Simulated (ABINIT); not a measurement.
Input of an ABINIT 10.8.3 (patched build) run:

The input run.py:

```python
import json, os
import numpy as np
from ase.eos import EquationOfState
from ase.units import GPa
from ase.calculators.mixing import SumCalculator
from dftd4.ase import DFTD4
from ase.calculators.abinit import Abinit, AbinitProfile
from ase import Atoms

atoms = Atoms(['O', 'Li', 'Li'],
              cell=[[0.0, 2.3268543819, 2.3268543819], [2.3268543819, 0.0, 2.3268543819], [2.3268543819, 2.3268543819, 0.0]],
              scaled_positions=[[0.0, 0.0, 0.0], [0.25, 0.25, 0.25], [0.75, 0.75, 0.75]],
              pbc=True)

profile = AbinitProfile(command='abinit', pp_paths=[os.path.abspath('pseudos')])
params = dict(
    pps='pawxml', xc='PBE',
    ecut=625.8619,
    pawecutdg=1224.5124,
    kptopt=1,
    ngkpt=[10, 10, 10],
    nshiftk=1,
    shiftk=[0.0, 0.0, 0.0],
    ixc=15,
    nband=10,
    occopt=3,
    tsmear=0.05,
    nstep=100,
    tolvrs=1e-09,
    prtwf=0,
    prtden=0,
)

cell0 = atoms.cell.copy()
volumes, energies = [], []
for i, x in enumerate([0.94, 0.96, 0.98, 1.0, 1.02, 1.04, 1.06]):
    atoms.set_cell(cell0 * x ** (1 / 3), scale_atoms=True)
    atoms.calc = SumCalculator([Abinit(profile=profile, directory=f'v{i}', **params), DFTD4(method='rpbe')])
    volumes.append(atoms.get_volume() / len(atoms))
    dft, disp = atoms.calc.mixer.calcs
    energies.append((dft.get_property('free_energy', atoms) + disp.get_property('energy', atoms)) / len(atoms))
    print(f'{x:5.2f} {volumes[-1]:10.5f} A^3/atom {energies[-1]:14.6f} eV/atom', flush=True)
    json.dump(dict(volumes=volumes, energies=energies), open('results.json', 'w'))
v0, e0, b0 = EquationOfState(volumes, energies, eos='birchmurnaghan').fit()
print(f'V0 {v0:.4f} A^3/atom  E0 {e0:.6f} eV/atom  B0 {b0 / GPa:.2f} GPa')
```

Potentials or basis: JTH PAW PBE v2.0.

Launch:

```sh
$ python run.py
```

Question: Predict the pressure derivative of the bulk modulus.

Answer: 4.0 (rough: it moves with the points fitted).

Question: Predict the bulk modulus.

Answer: 77 GPa.

Question: What does it give for the equilibrium volume?

Answer: 8.25 Å³/atom.

Energy against volume, from the lowest point:
```
volume (Å³/atom)  energy (meV/atom)
           7.895               3.95
           8.063               1.06
           8.231               0.00
           8.399               0.61
           8.567               2.71
           8.735               6.25
           8.903              10.93
```

Caveat: pressures at fixed basis lie under the slope of the energies; the log and the count of SCF iterations are those of the last ABINIT call alone; the PAW data sets were made with another functional, which shifts forces and pressure a little.
